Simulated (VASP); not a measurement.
Input and output of a VASP PBE single-point calculation on BN (strained database structure)

INCAR

```
ENCUT = 520
LREAL = .FALSE.
ISIF = 2
LELF = .TRUE.
NSW = 0
GGA = PE
NELM = 120
EDIFF = 1E-7
LWAVE = .FALSE.
LASPH = .TRUE.
IBRION = -1
SIGMA = 0.02
LCHARG = .TRUE.
ISMEAR = -1
NBANDS = 11
PREC = Accurate
```

KPOINTS

```
KPOINTS created by Atomic Simulation Environment
0
Gamma
12 12 12
0 0 0
```

KPOINTS_OPT

```
special points
11
Reciprocal
0.0000000000 0.0000000000 0.0000000000 1
-0.3498629863 -0.3498629863 0.3498361305 1
0.3498630853 -0.6501369147 -0.3498746098 1
0.5000000991 -0.4999999009 -0.5000000989 1
0.5000000991 -0.4999999009 -0.0000000992 1
0.3004652424 -0.6995347576 0.1995194411 1
-0.3004651433 -0.3004651433 0.8004420791 1
0.0000000000 0.0000000000 0.4999999998 1
0.0000000495 -0.4999999505 0.4999807601 1
0.3403722137 -0.6596277863 0.1596155330 1
0.3098960000 0.3880210000 0.0104170000 1
```

POSCAR

```
B  N
 1.0000000000000000
     2.3561215006000000    0.0026307079000000   -0.2315042030000000
    -1.1689244400000001    2.0457049564999998    0.2315452333000000
    -0.8758633087000000   -0.8605277782000000    3.1374682307000001
 B   N
   1   1
Cartesian
  1.1815751210095349  2.0360155408550806 -0.0183994803346899
  0.2991889139361912 -0.1889424354480080  3.0376020648360935
```

VASP ran with the recommended PBE PAW datasets (8 valence electrons in the cell).

Command

```
mpirun -np 1 vasp_std
```

From OUTCAR

```
k-points           NKPTS =    868   k-points in BZ     NKDIM =    868   number of bands    NBANDS=     11

   NELECT =       8.0000    total number of electrons

   dimension x,y,z NGX =    18 NGY =   18 NGZ =   28
   dimension x,y,z NGXF=    36 NGYF=   36 NGZF=   56

  energy-cutoff  :      520.00
  volume of cell :       14.95
      direct lattice vectors                 reciprocal lattice vectors
     2.356121501  0.002630708 -0.231504203     0.442550697  0.231699054  0.187092696
    -1.168924440  2.045704956  0.231545233     0.012770577  0.480796809  0.135435408
    -0.875863309 -0.860527778  3.137468231     0.031711996 -0.018386451  0.322538189

 k-points in reciprocal lattice and weights: KPOINTS created by Atomic Simulation Env
   0.00000000  0.00000000  0.00000000       0.001
   0.08333333 -0.00000000 -0.00000000       0.001
   0.00000000  0.08333333 -0.08333333       0.001
   0.16666667 -0.00000000 -0.00000000       0.001
   0.00000000  0.16666667 -0.16666667       0.001
   0.25000000 -0.00000000 -0.00000000       0.001
   0.00000000  0.25000000 -0.25000000       0.001
   0.33333333 -0.00000000 -0.00000000       0.001
   ...

 E-fermi :   4.2296

 k-point     1 :       0.0000    0.0000    0.0000
  band No.  band energies     occupation
      1     -15.2404      2.00000
      2      -0.9215      2.00000
      3       2.6343      2.00000
      4       2.6344      2.00000
      5       9.4186      0.00000
      6      16.8249      0.00000
      7      16.8263      0.00000
      8      19.0571      0.00000
      9      21.9057      0.00000
     10      32.7961      0.00000
     11      35.1267      0.00000

 k-point     2 :       0.0833   -0.0000   -0.0000
  band No.  band energies     occupation
      1     -15.0731      2.00000
      2      -0.8429      2.00000
      3       2.0313      2.00000
      4       2.3197      2.00000
      5       9.8542      0.00000
      6      16.7630      0.00000
      7      17.5216      0.00000
      8      18.4592      0.00000
      9      22.3798      0.00000
     10      31.9677      0.00000
     11      33.1950      0.00000

 k-point     3 :       0.0000    0.0833   -0.0833
  band No.  band energies     occupation
      1     -15.0731      2.00000
      2      -0.8429      2.00000
      3       2.0313      2.00000
      4       2.3197      2.00000
      5       9.8543      0.00000
      6      16.7630      0.00000
      7      17.5216      0.00000
      8      18.4592      0.00000
      9      22.3798      0.00000
     10      31.9680      0.00000
     11      33.1951      0.00000

 k-point     4 :       0.1667   -0.0000   -0.0000
  band No.  band energies     occupation
      1     -14.5815      2.00000
      2      -0.5866      2.00000
      3       0.5188      2.00000
      4       1.5596      2.00000
      5      10.9995      0.00000
      6      16.3964      0.00000
      7      17.0638      0.00000
      8      19.4035      0.00000
      9      23.4896      0.00000
     10      28.6988      0.00000
     11      32.8060      0.00000

 k-point     5 :       0.0000    0.1667   -0.1667
  band No.  band energies     occupation
      1     -14.5815      2.00000
      2      -0.5867      2.00000
      3       0.5188      2.00000
      4       1.5596      2.00000
      5      10.9997      0.00000
      6      16.3964      0.00000
      7      17.0639      0.00000
      8      19.4035      0.00000
      9      23.4895      0.00000
     10      28.6989      0.00000
     11      32.8056      0.00000

 k-point     6 :       0.2500   -0.0000   -0.0000
  band No.  band energies     occupation
      1     -13.8000      2.00000
      2      -1.4684      2.00000
      3      -0.0295      2.00000
      4       0.6866      2.00000
      5      12.2322      0.00000
      6      14.7086      0.00000
      7      16.7252      0.00000
      8      22.0538      0.00000
      9      24.6612      0.00000
     10      26.6325      0.00000
     11      32.0379      0.00000

 k-point     7 :       0.0000    0.2500   -0.2500
  band No.  band energies     occupation
      1     -13.8000      2.00000
      2      -1.4684      2.00000
      3      -0.0296      2.00000
      4       0.6866      2.00000
      5      12.2323      0.00000
      6      14.7087      0.00000
      7      16.7253      0.00000
      8      22.0538      0.00000
      9      24.6609      0.00000
     10      26.6328      0.00000
     11      32.0376      0.00000

 k-point     8 :       0.3333   -0.0000   -0.0000
  band No.  band energies     occupation
      1     -12.8098      2.00000
      2      -3.4323      2.00000
      3      -0.0588      2.00000
      4       0.7478      2.00000
      5      11.0109      0.00000
      6      14.9129      0.00000
      7      17.1481      0.00000
      8      24.6879      0.00000
      9      25.0165      0.00000
     10      26.4871      0.00000
     11      31.8543      0.00000

 k-point     9 :       0.0000    0.3333   -0.3333
  band No.  band energies     occupation
      1     -12.8097      2.00000
      2      -3.4323      2.00000
      3      -0.0588      2.00000
      4       0.7476      2.00000
      5      11.0107      0.00000
      6      14.9132      0.00000
      7      17.1484      0.00000
      8      24.6878      0.00000
      9      25.0165      0.00000
     10      26.4873      0.00000
     11      31.8541      0.00000

 k-point    10 :       0.4167   -0.0000   -0.0000
  band No.  band energies     occupation
      1     -11.8149      2.00000
      2      -5.0631      2.00000
      3      -0.5460      2.00000
      4       1.6693      2.00000
      5       8.9684      0.00000
      6      15.3117      0.00000
      7      18.6413      0.00000
      8      24.0361      0.00000
      9      27.1078      0.00000
     10      27.6345      0.00000
     11      32.1646      0.00000

 k-point    11 :       0.0000    0.4167   -0.4167
  band No.  band energies     occupation
      1     -11.8148      2.00000
      2      -5.0630      2.00000
      3      -0.5460      2.00000
      4       1.6691      2.00000
      5       8.9682      0.00000
      6      15.3118      0.00000
      7      18.6418      0.00000
      8      24.0365      0.00000
      9      27.1078      0.00000
     10      27.6345      0.00000
     11      32.1645      0.00000

 k-point    12 :       0.5000   -0.0000   -0.0000
  band No.  band energies     occupation
      1     -11.3276      2.00000
      2      -5.7689      2.00000
      3      -0.7142      2.00000
      4       2.1719      2.00000
      5       8.0405      0.00000
      6      15.3514      0.00000
      7      19.6116      0.00000
      8      23.7196      0.00000
      9      27.2130      0.00000
     10      28.7859      0.00000
     11      32.4551      0.00000

 k-point    13 :       0.0000    0.5000    0.5000
  band No.  band energies     occupation
      1     -11.3276      2.00000
      2      -5.7689      2.00000
      3      -0.7142      2.00000
      4       2.1717      2.00000
      5       8.0403      0.00000
      6      15.3515      0.00000
      7      19.6120      0.00000
      8      23.7204      0.00000
      9      27.2130      0.00000
     10      28.7859      0.00000
     11      32.4551      0.00000

 k-point    14 :       0.0000    0.0833   -0.0000
  band No.  band energies     occupation
      1     -15.0829      2.00000
      2      -0.7597      2.00000
      3       2.0214      2.00000
      4       2.3291      2.00000
      5       9.7178      0.00000
      6      16.7778      0.00000
      7      17.5230      0.00000
      8      18.4526      0.00000
      9      22.3782      0.00000
     10      32.3038      0.00000
     11      33.2911      0.00000

 k-point    15 :       0.0833   -0.0000   -0.0833
  band No.  band energies     occupation
      1     -15.0829      2.00000
      2      -0.7597      2.00000
      3       2.0214      2.00000
      4       2.3291      2.00000
      5       9.7178      0.00000
      6      16.7779      0.00000
      7      17.5230      0.00000
      8      18.4525      0.00000
      9      22.3782      0.00000
     10      32.3035      0.00000
     11      33.2909      0.00000

 k-point    16 :       0.0833    0.0833    0.0000
  band No.  band energies     occupation
      1     -14.7527      2.00000
      2      -0.5988      2.00000
      3       1.0289      2.00000
      4       1.7222      2.00000
      5      10.5289      0.00000
      6      16.7900      0.00000
      7      17.4388      0.00000
      8      18.6366      0.00000
      9      23.1737      0.00000
     10      29.3203      0.00000
     11      32.7462      0.00000

 ...

  Total        8.1209807      8.1688113      0.7359567      0.0417686      0.4257721     -0.7344159
  in kB      870.1267746    875.2516102     78.8544728      4.4753180     45.6195760    -78.6893857
  external PRESSURE =     608.0776192 kB  Pullay stress =       0.0000000 kB

 POSITION                                       TOTAL-FORCE (eV/Angst)
 -----------------------------------------------------------------------------------
      0.30571      1.17549      3.11907         0.000938     -0.000436      0.008952
      0.29919     -0.18894      3.03760        -0.000938      0.000436     -0.008952
 -----------------------------------------------------------------------------------
    total drift:                               -0.000069     -0.000210     -0.000125

  FREE ENERGIE OF THE ION-ELECTRON SYSTEM (eV)
  ---------------------------------------------------
  free  energy   TOTEN  =       -17.0748151670 eV

  energy  without entropy=      -17.0748151670  energy(sigma->0) =      -17.07481517
```

```json
{"gap between bands v and c": "4.26 eV", "least direct gap": "5.12 eV", "pressure": "60.8 GPa"}
```

Band v is the last that the valence electrons fill when counted band by band, and c is the next.

The run took about 1.7 min on one core of a shared host (Intel Xeon Platinum 8488C) and held 0.32 GiB at most.
